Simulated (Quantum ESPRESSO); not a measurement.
# MoS2 (R3m) in Quantum ESPRESSO: a series of runs, part 2 of 2

Quantum ESPRESSO 7.5. Earlier steps stand in the parts before.

### Step 3. Single point, PBE+U, collinear spin, ferromagnetic start

Contents of pw.in:

```
&CONTROL
  calculation = 'scf'
  prefix = 'pwscf'
  outdir = './tmp'
  pseudo_dir = './pseudo'
  tprnfor = .true.
  tstress = .true.
  disk_io = 'nowf'
/
&SYSTEM
  ibrav = 0
  nat = 3
  ntyp = 2
  ecutwfc = 45
  ecutrho = 360
  nbnd = 23
  occupations = 'smearing'
  smearing = 'gaussian'
  degauss = 0.00367493
  nspin = 2
  starting_magnetization(1) = 0.1429
  starting_magnetization(2) = 0
/
&ELECTRONS
  conv_thr = 1.2d-07
  electron_maxstep = 100
  mixing_beta = 0.7
  mixing_ndim = 20
/
ATOMIC_SPECIES
Mo    95.9500 mo_pbe_v1.uspp.F.UPF
S     32.0600 s_pbe_v1.4.uspp.F.UPF
CELL_PARAMETERS angstrom
   1.5814998900    0.9130793900    6.1233282100
  -1.5814998900    0.9130793900    6.1233282100
   0.0000000000   -1.8261587800    6.1233282100
ATOMIC_POSITIONS crystal
Mo     0.0000000000    0.0000000000    0.0000000000
S      0.7484000000    0.7484000000    0.7484000000
S      0.5849000000    0.5849000000    0.5849000000
K_POINTS automatic
7 7 7 0 0 0
HUBBARD {ortho-atomic}
U Mo-4d 6.0
```

Potentials or basis: GBRV 1.5 PBE.

The run is started by

```sh
> OMP_NUM_THREADS=1 mpirun -n 2 pw.x -nk 2 -in pw.in > pw.out
```

pw.out:

```text
This program is part of the open-source Quantum ESPRESSO suite
     for quantum simulation of materials; please cite
[... 13 lines left out ...]
     --------------------
     sticks:   dense  smooth     PW     G-vecs:    dense   smooth      PW
     Sum        2013    1001    339                41355    14653    2813

     Using Slab Decomposition

     bravais-lattice index     =            0
     lattice parameter (alat)  =      12.0750  a.u.
     unit-cell volume          =     358.0248 (a.u.)^3
     number of atoms/cell      =            3
     number of atomic types    =            2
     number of electrons       =        26.00
     number of Kohn-Sham states=           23
     kinetic-energy cutoff     =      45.0000  Ry
     charge density cutoff     =     360.0000  Ry
     scf convergence threshold =      1.2E-07
     mixing beta               =       0.7000
     number of iterations used =           20  plain     mixing
     Exchange-correlation=  SLA  PW   PBX  PBC
                           (   1   4   3   4   0   0   0)
     Hubbard projectors: ortho-atomic
     Hubbard parameters of DFT+U (Dudarev formulation) in eV:
     U(Mo-4d) =  6.0000

     Internal variables: lda_plus_u =T, lda_plus_u_kind = 0

     Internal variables: orbital_resolved =F, hub_pot_fix =F, apply_U = F

     celldm(1)=  12.075040  celldm(2)=   0.000000  celldm(3)=   0.000000
     celldm(4)=   0.000000  celldm(5)=   0.000000  celldm(6)=   0.000000

     crystal axes: (cart. coord. in units of alat)
               a(1) = (   0.247502   0.142896   0.958292 )
               a(2) = (  -0.247502   0.142896   0.958292 )
               a(3) = (   0.000000  -0.285791   0.958292 )

     reciprocal axes: (cart. coord. in units 2 pi/alat)
               b(1) = (  2.020182  1.166353  0.347841 )
               b(2) = ( -2.020182  1.166353  0.347841 )
               b(3) = ( -0.000000 -2.332706  0.347841 )

     PseudoPot. # 1 for Mo read from file:
     mo_pbe_v1.uspp.F.UPF
     Pseudo is Ultrasoft + core correction, Zval = 14.0
     Generated by new atomic code, or converted to UPF format
     Using radial grid of  889 points,  6 beta functions with:
                l(1) =   0
                l(2) =   0
                l(3) =   1
                l(4) =   1
                l(5) =   2
                l(6) =   2
     Q(r) pseudized with  6 coefficients,  rinner =    1.000   1.000   1.000
[... 309 lines left out ...]
     atom   2 (R=0.153)  charge=  4.0903  magn= -0.1409
     atom   3 (R=0.153)  charge=  4.0900  magn= -0.1422

     End of self-consistent calculation

     =================== HUBBARD OCCUPATIONS ===================
     ------------------------ ATOM    1 ------------------------
     Tr[ns(  1)] (up, down, total) =   3.59322  1.25904  4.85226
     Atomic magnetic moment for atom   1 =   2.33418
     SPIN  1
     eigenvalues:
       0.515  0.515  0.812  0.812  0.940
     eigenvectors (columns):
       0.000 -0.000 -0.000  0.000  1.000
       0.294 -0.956 -0.001  0.000 -0.000
       0.956  0.294  0.000  0.001 -0.000
      -0.001 -0.000  0.436  0.900 -0.000
      -0.000  0.001 -0.900  0.436 -0.000
     occupation matrix ns (before diag.):
       0.940 -0.000 -0.000 -0.000 -0.000
      -0.000  0.515 -0.000  0.000  0.000
[... 6 lines left out ...]
     eigenvectors (columns):
      -1.000 -0.000  0.000  0.000  0.000
      -0.000  0.001 -0.001 -0.291 -0.957
      -0.000 -0.001 -0.001 -0.957  0.291
      -0.000 -0.479 -0.878  0.001 -0.000
      -0.000  0.878 -0.479  0.000  0.001
     occupation matrix ns (before diag.):
       0.103 -0.000 -0.000 -0.000 -0.000
      -0.000  0.390 -0.000  0.000 -0.000
      -0.000 -0.000  0.390 -0.000  0.000
      -0.000  0.000 -0.000  0.188  0.000
      -0.000 -0.000  0.000  0.000  0.188

     Number of occupied Hubbard levels =    4.8523

 ------ SPIN UP ------------

          k = 0.0000 0.0000 0.0000 (  1813 PWs)   bands (ev):

   -50.7016 -24.9592 -24.7966 -24.7966  -3.9558  -2.0247   2.7407   5.6100
     5.6100   8.2567   8.4764   8.4764  10.1492  13.1684  13.1684  13.2555
    13.2555  16.1556  19.3132  19.4315  21.2350  21.2350  23.2131
[... 255 lines left out ...]
   -50.6913 -24.9435 -24.8813 -24.8159  -3.4528  -2.2877   3.5691   5.2158
     6.0414   7.0965   8.0724   9.0500   9.3174  12.5580  12.6772  12.9390
    13.7734  17.4967  20.1726  20.6695  21.2147  21.9841  22.2900

 ------ SPIN DOWN ----------

          k = 0.0000 0.0000 0.0000 (  1813 PWs)   bands (ev):

   -49.3067 -23.5539 -23.1875 -23.1875  -3.9997  -2.1893   4.8392   8.9687
     8.9687   9.2808   9.2808  10.0448  12.8346  13.8469  13.8469  15.0959
    15.0959  17.0256  19.4513  20.1056  21.3212  21.3212  23.2327
[... 255 lines left out ...]
   -49.3003 -23.5360 -23.2690 -23.2055  -3.4797  -2.4177   6.3063   7.4501
     8.0608   8.8516   9.0710   9.2448  13.1107  13.8225  14.4802  14.8602
    15.2724  18.3636  20.3975  20.7352  21.3227  22.0601  22.5246

     the Fermi energy is    11.5650 ev

!    total energy              =    -187.13322521 Ry
     estimated scf accuracy    <       0.00000010 Ry
     smearing contrib. (-TS)   =      -0.00005666 Ry
     internal energy E=F+TS    =    -187.13316855 Ry

     The total energy is F=E-TS. E is the sum of the following terms:
     one-electron contribution =     -90.03416960 Ry
     hartree contribution      =      56.65674638 Ry
     xc contribution           =     -36.60959405 Ry
     ewald contribution        =    -117.52855811 Ry
     Hubbard energy            =       0.38240683 Ry

     total magnetization       =     2.00 Bohr mag/cell
     absolute magnetization    =     2.68 Bohr mag/cell

     convergence has been achieved in  11 iterations

     negative rho (up, down):  0.000E+00 8.123E-04

     Forces acting on atoms (cartesian axes, Ry/au):

     atom    1 type  1   force =     0.00000000   -0.00000000    0.00057175
     atom    2 type  2   force =     0.00000000   -0.00000000    0.08858028
     atom    3 type  2   force =     0.00000000   -0.00000000   -0.08915204

     Total force =     0.125678     Total SCF correction =     0.000466

     Computing stress (Cartesian axis) and pressure

     negative rho (up, down):  0.000E+00 8.123E-04
          total   stress  (Ry/bohr**3)                   (kbar)     P=      283.18
   0.00213025   0.00000000   0.00000000          313.37        0.00        0.00
  -0.00000000   0.00213025   0.00000000           -0.00      313.37        0.00
  -0.00000000   0.00000000   0.00151454           -0.00        0.00      222.80

=------------------------------------------------------------------------------=
   JOB DONE.
=------------------------------------------------------------------------------=
```

Run time: 88 s. Hardware: 2 MPI ranks of Intel Xeon Platinum 8488C (Sapphire Rapids), shared host; peak memory 0.48 GiB.

Results:

| Property | Result |
| --- | --- |
| Free energy | -2546.0772 eV |
| Pressure | 28.3 GPa |
| Largest force | 2.292 eV/Å |
| Band gap on the k mesh | none (metal or under the smearing width) |
| Net moment | 2.00 μB per cell |
| Absolute moment | 2.68 μB per cell |
| Site moments | Mo +1.65; S -0.14 μB |
| Valence electrons inside the program's atomic spheres | Mo 10.73; S 4.09 |

Forces in eV/Å, atoms in the order of the input:
```
Mo   0.000  0.000  0.015
S    0.000  0.000  2.277
S    0.000  0.000 -2.292
```

Eigenvalues of the final occupation matrices:
```csv
site,spin,trace,eigenvalues
Mo 1 4d,1,3.59,0.51 0.51 0.81 0.81 0.94
Mo 1 4d,2,1.26,0.10 0.19 0.19 0.39 0.39
```

Caveat: the k mesh is coarse; a pressure of tens of GPa on the cell as given is suspect, and the run, the potentials or the cell itself is likely at fault; forces of over 1 eV/Å show positions far from the minimum, so gaps and moduli don't describe the material at rest. The state reached can hang on the start; a lower one may exist.

### Step 4. Single point, PBE+U, collinear spin, ferromagnetic start

pw.in: that of step 3 with these lines changed.

```diff
@@ -43,2 +43,2 @@
 HUBBARD {ortho-atomic}
-U Mo-4d 6.0
+U Mo-4d 8.0
```

The run is started by

```sh
> OMP_NUM_THREADS=1 mpirun -n 2 pw.x -nk 2 -in pw.in > pw.out
```

Run time: 90 s. Hardware: 2 MPI ranks of Intel Xeon Platinum 8488C (Sapphire Rapids), shared host; peak memory 0.48 GiB.

The run converged. Its results:

| Item | Value |
| --- | --- |
| Free energy | -2544.4137 eV |
| Pressure | 32.0 GPa |
| Largest force | 2.714 eV/Å |
| Band gap on the k mesh | none (metal or under the smearing width) |
| Net moment | 2.00 μB per cell |
| Absolute moment | 3.16 μB per cell |
| Site moments | Mo +1.85; S -0.24 μB |
| Valence electrons inside the program's atomic spheres | Mo 10.74; S 4.10 |

Forces on the atoms (eV/Å):
```
Mo   0.000  0.000  0.019
S    0.000  0.000  2.695
S    0.000  0.000 -2.714
```

Stress tensor (GPa, compression positive):
```
35.15  0.00  0.00
 0.00 35.15  0.00
 0.00  0.00 25.82
```

Levels at points of the mesh, in eV from the Fermi level:
Spin up:
| k point | band 11 | band 12 | band 13 | band 14 | band 15 | band 16 | band 17 | band 18 |
| --- | --- | --- | --- | --- | --- | --- | --- | --- |
| (0.00, 0.00, 0.00) | -2.89 | -2.89 | -0.99 | 1.92 | 1.92 | 1.98 | 1.98 | 4.93 |
Spin down:
| k point | band 10 | band 11 | band 12 | band 13 | band 14 | band 15 |
| --- | --- | --- | --- | --- | --- | --- |
| (0.00, 0.00, 0.00) | -1.73 | -1.73 | -1.20 | 2.37 | 2.97 | 2.97 |

Eigenvalues of the final occupation matrices:
```tsv
site	spin	trace	eigenvalues
Mo 1 4d	1	3.73	0.54 0.54 0.85 0.85 0.95
Mo 1 4d	2	1.10	0.08 0.15 0.15 0.35 0.35
```

Caveat: the k mesh is coarse; a pressure of tens of GPa on the cell as given is suspect, and the run, the potentials or the cell itself is likely at fault; forces of over 1 eV/Å show positions far from the minimum, so gaps and moduli don't describe the material at rest. The state reached can hang on the start; a lower one may exist.

### Step 5. The runs side by side

```csv
U,gap on the mesh (eV),pressure (GPa),moment (μB),largest force (eV/Å)
Mo d U = 4 eV,0.89,9.1,0.00,1.28
Mo d U = 6 eV,none,28.3,2.00,2.29
Mo d U = 8 eV,none,32.0,2.00,2.71
```

Alike in all rows: task single point; level PBE+U; potentials or basis GBRV 1.5 PBE; spin collinear, ferromagnetic start; cell as given; k mesh 7 × 7 × 7; cutoff (eV) 612; smearing gaussian 0.05 eV.

On the cell as given the gap runs from zero (PBE+U) to 0.89 eV (PBE+U).

Caveats: forces of over 1 eV/Å show positions far from the minimum, so gaps and moduli don't describe the material at rest; a pressure of tens of GPa on the cell as given is suspect, and the run, the potentials or the cell itself is likely at fault (some runs); an odd mesh through Γ misses points on the zone boundary, where band edges often lie (some runs).

Absolute energies hang on the potentials; compare differences alone.
